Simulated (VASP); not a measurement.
# WS₂: optical spectrum of independent particles, by functional and spin-orbit coupling

WS₂, R3m (no. 160), 3 atoms in the cell.

| Functional | Spin-orbit coupling | ε at zero frequency, electronic | Mean energy of the absorption, weighted by Im ε (eV) | Direct gap on the mesh (eV) | Time (s) |
|---|---|---|---|---|---|
| PBE | no | 13.26 | 5.97 | 1.90 | 12 |
| LDA | no | 13.61 | 5.90 | 1.89 | 8.6 |
| PBEsol | no | 13.46 | 5.95 | 1.89 | 12 |
| r2SCAN | no | 12.26 | 6.18 | 2.03 | 55 |
| AM05 | no | 13.38 | 5.96 | 1.89 | 13 |
| PBE | yes | 13.59 | 5.93 | 1.63 | 71 |

Limits: The 6×6×6 mesh is coarse for a spectrum: peaks stand apart that a denser mesh merges, and ε at zero frequency can be far too high; rows 1, 2, 3, 4, 5: spin-orbit coupling is left out, which can matter with atoms this heavy; the pull between electron and hole is left out; the onset follows the functional's gap, which semilocal functionals usually make too small; ε is the mean of a tensor that differs by direction.

## Input of the first row

INCAR:
```
ALGO = Normal
CSHIFT = 0.1
EDIFF = 1E-7
ENCUT = 300
GGA = PE
ISMEAR = 0
KPAR = 4
LASPH = T
LCHARG = F
LOPTICS = T
LWAVE = T
NBANDS = 33
NEDOS = 2000
PREC = Accurate
SIGMA = 0.02
```

KPOINTS:
```
k-points
0
Gamma
  6 6 6
```

POSCAR:
```
WS2
1.0
    1.5790000000      0.9116360751      6.1633333333
   -1.5790000000      0.9116360751      6.1633333333
    0.0000000000     -1.8232721501      6.1633333333
W S
1 2
Direct
    0.0000000000      0.0000000000      0.0000000000
    0.5810000000      0.5810000000      0.5810000000
    0.7503000000      0.7503000000      0.7503000000
```

Commands:
```
cat potpaw_PBE.64/W_sv/POTCAR potpaw_PBE.64/S/POTCAR > POTCAR
mpirun -np 4 vasp_std > vasp.out
```

Changes of the last row against the first:
```
- NBANDS = 33
+ NBANDS = 66
+ LSORBIT = True
+ MAGMOM = 9*0
+ GGA_COMPAT = False
- vasp_std
+ vasp_ncl
```

VASP 6.6.1 took 12 s on 4 cores (Intel Xeon 6975P-C (Granite Rapids)), a shared host.
